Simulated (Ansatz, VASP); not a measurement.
**Two plane-wave programs on Sc**

```
Sc
1.0
     0.00000    2.26923    2.26923
     2.06488    0.00000    2.26923
     2.06488    2.26923    0.00000
Sc
1
Direct
  0.00000 0.00000 0.00000
```

Alike in both runs: task single point; functional PBE; k mesh 14 × 14 × 14; occupations gaussian, width 0.1 eV; no spin polarisation.

|  | VASP | Ansatz |
| --- | --- | --- |
| version | VASP 6.6.1 | Ansatz 0.2.0 |
| potentials or method | VASP PAW PBE potentials, release 64 (Sc_sv) | scalar-relativistic, plane waves, PAW |
| plane-wave cutoff (eV) | 520 | 420 |
| valence electrons in the cell | 11 | 11 |

|  | VASP | Ansatz | Ansatz less VASP |
| --- | --- | --- | --- |
| gap on the k mesh at the Fermi level (eV) | none | none | - |
| pressure (GPa) | 9.6 | 9.6 | -0.06 |
| largest component of the traceless stress (GPa) | 1.60 | 1.59 | -0.009 |

A gap of «none» marks a metal or a gap that the smearing closes.
